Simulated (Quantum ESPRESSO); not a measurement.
Input of a Quantum ESPRESSO 7.5 run:

The input pw.in:

```
&CONTROL
  calculation = 'scf'
  prefix = 'pwscf'
  outdir = './tmp'
  pseudo_dir = './pseudo'
  tprnfor = .true.
  tstress = .true.
  disk_io = 'low'
/
&SYSTEM
  ibrav = 0
  A = 3.61685119
  nat = 3
  ntyp = 2
  ecutwfc = 60
  ecutrho = 440
  nbnd = 19
  occupations = 'smearing'
  smearing = 'fd'
  degauss = 0.00367493
/
&ELECTRONS
  conv_thr = 6d-10
  electron_maxstep = 120
  mixing_beta = 0.5
/
ATOMIC_SPECIES
Hf   178.4900 Hf-sp.oncvpsp.upf
O     15.9990 O.pbe-n-kjpaw_psl.0.1.UPF
CELL_PARAMETERS alat
   0.0000000000    0.7071067804    0.7071067804
   0.7071067804    0.0000000000    0.7071067804
   0.7071067804    0.7071067804    0.0000000000
ATOMIC_POSITIONS alat
Hf     0.0000000000    0.0000000000    0.0000000000
O      1.0606601705    1.0606601705    1.0606601705
O      0.3535533902    0.3535533902    0.3535533902
K_POINTS automatic
9 9 9 0 0 0
```

File pp_density.in:

```
&INPUTPP
  prefix = 'pwscf'
  outdir = './tmp'
  filplot = 'density.dat'
  plot_num = 0
/
&PLOT
  nfile = 1
  filepp(1) = 'density.dat'
  iflag = 3
  output_format = 6
  fileout = 'density.cube'
/
```

pp_potential.in

```
&INPUTPP
  prefix = 'pwscf'
  outdir = './tmp'
  filplot = 'potential.dat'
  plot_num = 11
/
&PLOT
  nfile = 1
  filepp(1) = 'potential.dat'
  iflag = 3
  output_format = 6
  fileout = 'potential.cube'
/
```

Potentials or basis: SSSP 1.3 efficiency PBE.

Command:

```sh
$ OMP_NUM_THREADS=1 pw.x -in pw.in > pw.out
$ OMP_NUM_THREADS=1 pp.x -in pp_density.in > pp_density.out
$ OMP_NUM_THREADS=1 pp.x -in pp_potential.in > pp_potential.out
```

**Question.** What does it give for the pressure?

**Answer.** -4.4 GPa.

**Question.** Predict the band gap on the k mesh.

**Answer.** 3.85 eV, indirect (least direct gap 3.96 eV).

Caveat: spin-orbit coupling is left out, which moves the levels of the heavy elements; an odd mesh through Γ misses points on the zone boundary, where band edges often lie. Expect the measured gap to be larger: semilocal functionals such as PBE lack the derivative discontinuity.
